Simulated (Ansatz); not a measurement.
The elements of this relaxed trial crystal are hidden behind letters.

```
lattice vectors (Å)
   0.0000    2.3062    2.3062
   2.3062    0.0000    2.3062
   2.3062    2.3062    0.0000
fractional positions
X 0.5000 0.5000 0.5000
Z 0.7500 0.7500 0.7500
```

Computed with DFT PBE, scalar-relativistic, plane waves, PAW in Ansatz 0.2.0. The final run on the 2-atom cell used 420 eV, a Γ-centred 8×8×8 mesh, 0.02 eV smearing and no spin polarisation.

- Space group: F-43m (No. 216)
- Conventional cell: a = 4.612 Å
- Volume per atom: 12.27 Å³
- Density: 2.73 g/cm³
- Formation energy: −2.584 eV/atom
- Gap on the 8×8×8 mesh of the 2-atom cell: 3.48 eV

Energies are uncorrected and count from the elements' standard states at the same level.

Question: X is an s-block element of period 3 and Z is a p-block element of period 2. Which elements are they?

Answer: X = Mg, Z = O, so the formula is MgO, here in the zinc blende type. Density times volume gives a mean mass of 2.73 × 12.27/1.6605 = 20.2 u per atom, and this set has 20.2 u. Among the elements that the hints allow, noble gases aside, only these give it. Mg is surrounded by 4 O at 2.00 Å; around O lie 4 Mg at 2.00 Å.

Kohn–Sham gaps at this level usually fall short of measured ones. A later test with randomly moved atoms came back to the same energy, though modes that don't fit the test's cell weren't probed.
